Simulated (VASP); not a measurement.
**MgS in VASP 6.6.1, single-point calculation**

INCAR

```
NBANDS = 11
ISMEAR = -1
LCHARG = .FALSE.
EDIFF = 1E-7
GGA = PE
IBRION = -1
ENCUT = 520
IVDW = 11
ISIF = 2
LREAL = .FALSE.
PREC = Accurate
NELM = 120
SIGMA = 0.02
LWAVE = .FALSE.
LASPH = .TRUE.
NSW = 0
```

KPOINTS

```
KPOINTS created by Atomic Simulation Environment
0
Gamma
8 8 8
0 0 0
```

POSCAR

```
Mg S
 1.0000000000000000
     0.0000000000000000    2.7315938338999999    2.7315938338999999
     2.7315938338999999    0.0000000000000000    2.7315938338999999
     2.7315938338999999    2.7315938338999999    0.0000000000000000
 Mg  S
   1   1
Cartesian
  0.0000000000000000  0.0000000000000000  0.0000000000000000
  2.7315938338999994  2.7315938338999994  2.7315938338999994
```

The recommended PBE PAW datasets give the neutral cell 8 valence electrons.

Command

```
mpirun -np 1 vasp_std
```

OSZICAR

```
N       E                     dE             d eps       ncg     rms          rms(c)
DAV:   1     0.216206333047E+02    0.21621E+02   -0.35275E+03   662   0.581E+02
DAV:   2    -0.720154562768E+01   -0.28822E+02   -0.27242E+02   792   0.975E+01
DAV:   3    -0.883798909973E+01   -0.16364E+01   -0.16334E+01   822   0.240E+01
DAV:   4    -0.884889290514E+01   -0.10904E-01   -0.10903E-01   749   0.237E+00
DAV:   5    -0.884899334086E+01   -0.10044E-03   -0.10043E-03   792   0.223E-01    0.390E+00
DAV:   6    -0.841165830098E+01    0.43734E+00   -0.10603E+00   736   0.377E+00    0.295E+00
DAV:   7    -0.836845799256E+01    0.43200E-01   -0.22764E-01   770   0.195E+00    0.208E+00
DAV:   8    -0.836695123521E+01    0.15068E-02   -0.21194E-02   686   0.864E-01    0.102E+00
DAV:   9    -0.836636474268E+01    0.58649E-03   -0.14183E-03   731   0.198E-01    0.406E-01
DAV:  10    -0.836636831816E+01   -0.35755E-05   -0.37795E-04   725   0.862E-02    0.266E-02
DAV:  11    -0.836636916251E+01   -0.84434E-06   -0.12988E-05   764   0.175E-02    0.300E-02
DAV:  12    -0.836636882550E+01    0.33701E-06   -0.11322E-06   762   0.567E-03    0.624E-03
DAV:  13    -0.836636871266E+01    0.11284E-06   -0.64299E-08   476   0.105E-03    0.323E-04
DAV:  14    -0.836636864727E+01    0.65393E-07   -0.13344E-08   403   0.613E-04
   1 F= -.87766626E+01 E0= -.87766626E+01  d E =-.677242E-11
```

From OUTCAR

```
k-points           NKPTS =     29   k-points in BZ     NKDIM =     29   number of bands    NBANDS=     11

   NELECT =       8.0000    total number of electrons

   dimension x,y,z NGX =    30 NGY =   30 NGZ =   30
   dimension x,y,z NGXF=    60 NGYF=   60 NGZF=   60

  energy-cutoff  :      520.00
  volume of cell :       40.76
      direct lattice vectors                 reciprocal lattice vectors
     0.000000000  2.731593834  2.731593834    -0.183043318  0.183043318  0.183043318
     2.731593834  0.000000000  2.731593834     0.183043318 -0.183043318  0.183043318
     2.731593834  2.731593834  0.000000000     0.183043318  0.183043318 -0.183043318

 k-points in reciprocal lattice and weights: KPOINTS created by Atomic Simulation Env
   0.00000000  0.00000000  0.00000000       0.002
   0.12500000  0.00000000  0.00000000       0.016
   0.25000000  0.00000000  0.00000000       0.016
   0.37500000  0.00000000  0.00000000       0.016
   0.50000000  0.00000000  0.00000000       0.008
   0.12500000  0.12500000  0.00000000       0.012
   0.25000000  0.12500000  0.00000000       0.047
   0.37500000  0.12500000  0.00000000       0.047
   ...

 E-fermi :   2.9371

 k-point     1 :       0.0000    0.0000    0.0000
  band No.  band energies     occupation
      1      -9.3972      2.00000
      2       2.5229      2.00000
      3       2.5229      2.00000
      4       2.5229      2.00000
      5       5.1829      0.00000
      6      10.5232      0.00000
      7      10.5232      0.00000
      8      10.5232      0.00000
      9      12.6793      0.00000
     10      12.6793      0.00000
     11      14.4952      0.00000

 k-point     2 :       0.1250    0.0000    0.0000
  band No.  band energies     occupation
      1      -9.2797      2.00000
      2       1.5578      2.00000
      3       2.4488      2.00000
      4       2.4488      2.00000
      5       6.0254      0.00000
      6      10.1031      0.00000
      7      10.6938      0.00000
      8      10.6938      0.00000
      9      11.9332      0.00000
     10      11.9332      0.00000
     11      14.1138      0.00000

 k-point     3 :       0.2500    0.0000    0.0000
  band No.  band energies     occupation
      1      -8.9682      2.00000
      2       0.0513      2.00000
      3       2.2846      2.00000
      4       2.2846      2.00000
      5       6.8653      0.00000
      6      10.1100      0.00000
      7      10.1356      0.00000
      8      10.1356      0.00000
      9      12.5332      0.00000
     10      12.5332      0.00000
     11      13.4538      0.00000

 k-point     4 :       0.3750    0.0000    0.0000
  band No.  band energies     occupation
      1      -8.6033      2.00000
      2      -1.1334      2.00000
      3       2.1376      2.00000
      4       2.1376      2.00000
      5       6.9120      0.00000
      6       9.4643      0.00000
      7       9.4643      0.00000
      8      10.8400      0.00000
      9      13.4126      0.00000
     10      14.3129      0.00000
     11      14.3129      0.00000

 k-point     5 :       0.5000    0.0000    0.0000
  band No.  band energies     occupation
      1      -8.4303      2.00000
      2      -1.5926      2.00000
      3       2.0808      2.00000
      4       2.0808      2.00000
      5       6.8435      0.00000
      6       9.2241      0.00000
      7       9.2241      0.00000
      8      11.0725      0.00000
      9      13.9157      0.00000
     10      16.3403      0.00000
     11      16.3403      0.00000

 ...

  Total      -2.30495    -2.30495    -2.30495     0.00000    -0.00000     0.00000
  in kB     -90.59290   -90.59290   -90.59290     0.00000    -0.00000     0.00000
  external pressure =      -90.59 kB  Pullay stress =        0.00 kB

 POSITION                                       TOTAL-FORCE (eV/Angst)
 -----------------------------------------------------------------------------------
      0.00000      0.00000      0.00000        -0.000000     -0.000000     -0.000000
      2.73159      2.73159      2.73159         0.000000      0.000000      0.000000
 -----------------------------------------------------------------------------------
    total drift:                               -0.000000     -0.000000      0.000000

  FREE ENERGIE OF THE ION-ELECTRON SYSTEM (eV)
  ---------------------------------------------------
  free  energy   TOTEN  =        -8.7766626161 eV

  energy  without entropy=       -8.7766626161  energy(sigma->0) =       -8.77666262
```

It converged. Results: gap between bands v and c on the k mesh 2.44 eV; least direct gap on the k mesh 2.66 eV; pressure -9.1 GPa. Band v is the last that the valence electrons fill when counted band by band, and c is the next.

For comparison, a separate PBE run of the intended cell, on usual settings and not on those above, gives a gap of 2.44 eV on its mesh and a pressure of -7.6 GPa.

The run above took about 16 s on one core of a shared host (Intel Xeon Platinum 8488C) and held 0.17 GiB at most.
